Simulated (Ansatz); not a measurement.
# ZrTeSe monolayer, Janus: relaxing the cell for a phonon run, part 2 of 2

Task: relax ZrTeSe monolayer, Janus tightly.

Ansatz 0.2.0; DFT PBE, scalar-relativistic, plane waves, PAW.

So far. Step 2 (Probe on a coarse mesh): The coarse mesh shows no gap.

### 5. Tight relaxation

Phonons need a cell at rest on their own settings, so the relaxation is repeated with tight tolerances on forces and stress on the k mesh and occupations of the first response run.

Input file input.yaml:

```yaml
crystal:
  lattice:
    - [3.8896743098, 0.0, 0.0]
    - [-1.9448371549, 3.3685567647, 0.0]
    - [0.0, 0.0, 30.0]
  atoms:
    - { symbol: Zr, position: [0.0, 0.0, 0.3367344689] }
    - { symbol: Se, position: [0.3333333333, 0.6666666667, 0.3860556761] }
    - { symbol: Te, position: [0.6666666667, 0.3333333333, 0.2738765216] }
  periodic: [true, true, false]
kpoints:
  mp_grid: { grid: [12, 12, 1] }
hamiltonian:
  xc: pbe
scf:
  occupations: { method: methfessel_paxton, width: 0.15 }
output:
  forces: true
  stress: true
  eigenvalues: true
  write_density: true
  write_potential: true
  elf: true
  volumetric_format: npy
relax:
  adjacent_minimum: "off"
  f_tol: 0.001
  max_steps: 60
  cell: { stress_2d_tol: 0.002 }
```

Launch:

```sh
ansatz run input.yaml --threads 8 --pin off --max-ram 14336MiB --backend cpu --events-out ev --progress --plain --runs-dir out
```

Numbers of over 12 decimals in the logs are rounded to 6 here.

The program printed:

```text
[...]
Crystal: 3 atoms, lattice volume = 393.078 Å³
Basis set: ecut = 420 eV, 7805 PW (Γ), exchange–correlation on 54×54×432 points (8 copies of the dense FFT grid, shifted against one another)
Bands: 27, of which v1, the nominal top of the filled ones, is band 22 counted from 1 (21 counted from 0)
Symmetry: 6 space group operations
[...]
--- Relaxed structure (4 steps of the walk, 3 accepted, 1 SCFs on fresh bases) ---
[...]
cell:  # Å, volume = 393.2416 Å³
    - [3.890485, 0.0, 0]
    - [-1.945243, 3.369259, 0]
    - [0, 0, 30.0]
  atoms:
    - { symbol: Zr, position: [0, 0, 0.336733] }
    - { symbol: Se, position: [0.333333, 0.666667, 0.386033] }
    - { symbol: Te, position: [0.666667, 0.333333, 0.273901] }
[key lines of the parts left out:]
SCF converged after 8 iterations
Free energy (F): -16636.237777 eV
Fermi energy:    -4.900146 eV
P = ½ c Tr σ = 0.0001 N/m
```

Run time: 14 s. Hardware: 8 threads of Arm Neoverse V2, shared host; peak memory 1 GiB.

Little changed from the start: no atom moved by 0.005 Å and no cell edge by 0.1 %.

Numbers from this step:

| Quantity | Value |
| --- | --- |
| area per atom | 4.369 Å² |

Valence density in the ac plane at fractional y = 0.333, with atoms of Te within 0.2 Å of it. It is the smooth field of the valence electrons, not physical close to the nuclei.

Ten steps, logarithmic in the rise over the least value, from '0' (0 e/Å³) to '9' (10 e/Å³), each cell a mean:
```
00000000000000
00000000000000
00000000000000
00000000000000
00000000000000
00000000000000
00000000000000
00000000000000
00000000000000
00000000000000
00000000000000
00000000000000
00000000000000
00000000000000
22332210000011
23332211111111
22222234555432
21112347999853
00000112222211
00000000000000
00000000000000
00000000000000
00000000000000
00000000000000
```
Columns run along a (3.9 Å), rows up along c (30.0 Å). Atoms in or near the plane, at fractional coordinates: Te at (0.67, 0.27).

Electrostatic potential energy in the ac plane at fractional y = 0.333, with atoms of Te within 0.2 Å of it. With pseudopotentials it is smooth inside the atoms' cores, unlike the true potential.

Ten even steps from '0' (-11 eV) to '9' (0 eV), each cell a mean:
```
99999999999999
99999999999999
99999999999999
99999999999999
99999999999999
99999999999999
99999999999999
99999999999999
99999999999999
99999999999999
99999999999999
99999999999999
99999999999999
99999999999999
64345788999987
21002457788764
43334432233223
57886202787400
99999876555678
99999999999999
99999999999999
99999999999999
99999999999999
99999999999999
```
Columns run along a (3.9 Å; values clipped at the 3rd and 97th percentile), rows up along c (30.0 Å). Atoms in or near the plane, at fractional coordinates: Te at (0.67, 0.27).

ELF in the ac plane at fractional y = 0.333, with atoms of Te within 0.2 Å of it. It is the smooth field of the valence electrons, not physical close to the nuclei.

Values, 24 rows by 14 columns, each cell a mean:
```
0.00 0.00 0.00 0.00 0.00 0.00 0.00 0.00 0.00 0.00 0.00 0.00 0.00 0.00
0.00 0.00 0.00 0.00 0.00 0.00 0.00 0.00 0.00 0.00 0.00 0.00 0.00 0.00
0.00 0.00 0.00 0.00 0.00 0.00 0.00 0.00 0.00 0.00 0.00 0.00 0.00 0.00
0.00 0.00 0.00 0.00 0.00 0.00 0.00 0.00 0.00 0.00 0.00 0.00 0.00 0.00
0.00 0.00 0.00 0.00 0.00 0.00 0.00 0.00 0.00 0.00 0.00 0.00 0.00 0.00
0.00 0.00 0.00 0.00 0.00 0.00 0.00 0.00 0.00 0.00 0.00 0.00 0.00 0.00
0.00 0.00 0.00 0.00 0.00 0.00 0.00 0.00 0.00 0.00 0.00 0.00 0.00 0.00
0.00 0.00 0.00 0.00 0.00 0.00 0.00 0.00 0.00 0.00 0.00 0.00 0.00 0.00
0.00 0.00 0.00 0.00 0.00 0.00 0.00 0.00 0.00 0.00 0.00 0.00 0.00 0.00
0.00 0.00 0.00 0.00 0.00 0.00 0.00 0.00 0.00 0.00 0.00 0.00 0.00 0.00
0.00 0.00 0.00 0.00 0.00 0.00 0.00 0.00 0.00 0.00 0.00 0.00 0.00 0.00
0.00 0.00 0.00 0.00 0.00 0.00 0.00 0.00 0.00 0.00 0.00 0.00 0.00 0.00
0.01 0.02 0.03 0.02 0.02 0.01 0.00 0.00 0.00 0.00 0.00 0.00 0.00 0.01
0.28 0.37 0.41 0.39 0.32 0.20 0.10 0.03 0.01 0.00 0.00 0.01 0.06 0.14
0.67 0.74 0.76 0.75 0.69 0.56 0.37 0.14 0.05 0.03 0.04 0.09 0.27 0.49
0.26 0.30 0.32 0.30 0.27 0.23 0.20 0.17 0.17 0.17 0.17 0.16 0.18 0.21
0.35 0.21 0.13 0.16 0.29 0.46 0.53 0.53 0.49 0.45 0.47 0.52 0.54 0.50
0.60 0.36 0.17 0.26 0.52 0.63 0.55 0.36 0.18 0.13 0.14 0.29 0.50 0.60
0.31 0.10 0.03 0.06 0.23 0.50 0.66 0.73 0.74 0.74 0.74 0.74 0.70 0.59
0.02 0.01 0.00 0.00 0.02 0.06 0.13 0.22 0.27 0.29 0.28 0.24 0.16 0.09
0.00 0.00 0.00 0.00 0.00 0.00 0.00 0.01 0.01 0.01 0.01 0.01 0.00 0.00
0.00 0.00 0.00 0.00 0.00 0.00 0.00 0.00 0.00 0.00 0.00 0.00 0.00 0.00
0.00 0.00 0.00 0.00 0.00 0.00 0.00 0.00 0.00 0.00 0.00 0.00 0.00 0.00
0.00 0.00 0.00 0.00 0.00 0.00 0.00 0.00 0.00 0.00 0.00 0.00 0.00 0.00
```
Columns run along a (3.9 Å), rows up along c (30.0 Å). Atoms in or near the plane, at fractional coordinates: Te at (0.67, 0.27).

The largest force component left is 0.37 meV/Å, within the tolerances set.

### 6. What came out

| Item | Value |
| --- | --- |
| space group after relaxation (within 0.01 Å) | P3m1 |
| lattice constant a | 3.890 Å |
| lattice constant b | 3.890 Å |
| area per atom | 4.37 Å² |

**Reading.** The largest force component left is 0.37 meV/Å, within the tolerances set. The relaxation keeps the symmetry of its start, so it says nothing on stability against lower symmetry. Spin-orbit coupling is left out, which can matter for the heavy elements here. The starting cell was built on a prototype and not taken from a measurement.

[Logs are printed without paths, hosts, clocks, repeated set-up lines and the standing remarks that a program may print on its own settings, such as how far it seeks lower states.]

[Hosts, paths, dates, database ids (printed as entryN), source tags and the programs' standing remarks are cut or masked in the printed files.]
